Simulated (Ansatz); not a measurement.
## MgS: equation of state with PBEsol

MgS:

```
CELL_PARAMETERS angstrom
0.00000 2.83312 2.83312
2.83312 0.00000 2.83312
2.83312 2.83312 0.00000
ATOMIC_POSITIONS crystal
S 0.25000 0.25000 0.25000
Mg 0.00000 0.00000 0.00000
```

The cell comes from a database or a generator and needn't be the stable form of this composition.

```
Program             : Ansatz 0.2.0
Task                : equation of state
Functional          : PBEsol
Potentials or basis : PseudoDojo stringent
Cutoff              : 1143 eV
Density cutoff      : 4572 eV
k mesh              : 8 × 8 × 8
Occupations         : fermi-dirac, width 0.05 eV
Spin                : no spin polarisation
```

* Equilibrium volume: 22.58 Å³/atom
* Bulk modulus: 58 GPa
* Pressure derivative of the bulk modulus: 4.1

Energy against volume, from the lowest point:
| volume (Å³/atom) | energy (meV/atom) |
| --- | --- |
| 21.376 | 12.40 |
| 21.831 | 4.49 |
| 22.285 | 0.48 |
| 22.740 | 0.00 |
| 23.195 | 2.70 |
| 23.650 | 8.27 |
| 24.105 | 16.44 |

All runs of the series together: 16 s on 2 threads of Intel(R) Xeon(R) 6975P-C (Granite Rapids), with other jobs on the host.
